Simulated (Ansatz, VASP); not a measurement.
# Hf in VASP and in Ansatz

File INCAR:

```
SYSTEM = Hf
PREC     = Accurate       ! precision mode
ENCUT    = 520            ! plane-wave cutoff, eV
EDIFF    = 1E-7           ! SCF threshold, eV
ISMEAR   = -1             ! smearing method
SIGMA    = 0.05           ! smearing width, eV
LREAL    = .False.        ! projectors in reciprocal space
LASPH    = .True.         ! aspherical terms in the spheres
NELM     = 80             ! most SCF steps
ALGO     = Normal         ! electronic algorithm
ISIF     = 2              ! what is computed and relaxed
LWAVE    = .False.        ! write WAVECAR
LCHARG   = .True.         ! write CHGCAR
LDIPOL   = .True.       
IDIPOL   = 3            
DIPOL    = 0.5 0.5 0.500
GGA      = PE             ! functional
LELF     = .True.         ! ELF
LVHAR    = .True.       
LVACPOTAV= .True.       
NBANDS   = 44             ! bands
```

Contents of KPOINTS:

```
Automatic mesh
0
Gamma
  10 10 1
  0 0 0
```

POSCAR

```
Hf
1.0
    3.1966985242      0.0000000000      0.0000000000
   -1.5983492621      2.7684221302      0.0000000000
    0.0000000000      0.0000000000     30.1734000000
Hf
7
Direct
    0.6666666667      0.3333333334      0.2485633041
    0.3333333333      0.6666666666      0.3323755361
    0.6666666667      0.3333333334      0.4161877680
    0.3333333333      0.6666666666      0.5000000000
    0.6666666667      0.3333333334      0.5838122320
    0.3333333333      0.6666666666      0.6676244639
    0.6666666667      0.3333333334      0.7514366959
```

The input input.yaml:

```yaml
crystal:
  lattice:
    - [3.1966985242, 0.0, 0.0]
    - [-1.5983492621, 2.7684221302, 0.0]
    - [0.0, 0.0, 30.1734]
  atoms:
    - { symbol: Hf, position: [0.6666666667, 0.3333333334, 0.2485633041] }
    - { symbol: Hf, position: [0.3333333333, 0.6666666666, 0.3323755361] }
    - { symbol: Hf, position: [0.6666666667, 0.3333333334, 0.416187768] }
    - { symbol: Hf, position: [0.3333333333, 0.6666666666, 0.5] }
    - { symbol: Hf, position: [0.6666666667, 0.3333333334, 0.583812232] }
    - { symbol: Hf, position: [0.3333333333, 0.6666666666, 0.6676244639] }
    - { symbol: Hf, position: [0.6666666667, 0.3333333334, 0.7514366959] }
hamiltonian:
  xc: pbe
  pseudopotentials: { kind: paw }
kpoints:
  mp_grid: { grid: [10, 10, 1] }
scf:
  occupations: { method: fermi_dirac, width: 0.05 }
output:
  forces: true
  eigenvalues: true
efield:
  axis: 3
  dipole_correction: true
  ramp_width: 0.04
```

Alike in both runs: task single point; functional PBE; k mesh 10 × 10 × 1; occupations fermi-dirac, width 0.05 eV; no spin polarisation.

|  | VASP | Ansatz |
| --- | --- | --- |
| version | VASP 6.6.1 | Ansatz 0.2.0 |
| potentials or method | VASP PAW PBE potentials, release 64 (Hf_pv) | Ansatz PAW |
| plane-wave cutoff (eV) | 520 | 420 |
| valence electrons in the cell | 70 | 182 |

VASP gave:

* gap on the k mesh at the Fermi level (eV): none
* rms of the force components (eV/Å): 0.312
* work function, face that differs most (eV): 4.38

Question: What did Ansatz give for the same quantities?

Answer: gap on the k mesh at the Fermi level (eV): none; rms of the force components (eV/Å): 0.302; work function, face that differs most (eV): 4.38.

Atom by atom the forces differ by 0.011 eV/Å (rms over components). A gap of «none» marks a metal or a gap that the smearing closes. The two sets of potentials don't hold the same shells in valence.

Spin-orbit coupling is left out, which matters for the levels of Hf.
